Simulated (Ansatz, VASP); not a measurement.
Two plane-wave programs on Pt

```
Pt
1.0
     0.00000    1.98483    1.98483
     1.98483    0.00000    1.98483
     1.98483    1.98483    0.00000
Pt
1
Direct
  0.00000 0.00000 0.00000
```

Alike in both runs: task single point; functional PBE; k mesh 14 × 14 × 14; occupations fermi-dirac, width 0.05 eV; non-collinear spin, spin-orbit coupling.

```csv
,VASP,Ansatz
version,VASP 6.6.1,Ansatz 0.2.0
potentials or method,"VASP PAW PBE potentials, release 64 (Pt)","plane waves (420 eV) with PAW, fully relativistic with spin-orbit coupling"
plane-wave cutoff (eV),520,420
valence electrons in the cell,10,18
```

|  | VASP | Ansatz | Ansatz less VASP |
| --- | --- | --- | --- |
| net moment per atom (μB) | 0.00 | 0.00 | -0.002 |

The two sets of potentials don't hold the same shells in valence. Ansatz warned: «seeded_moment_not_kept».
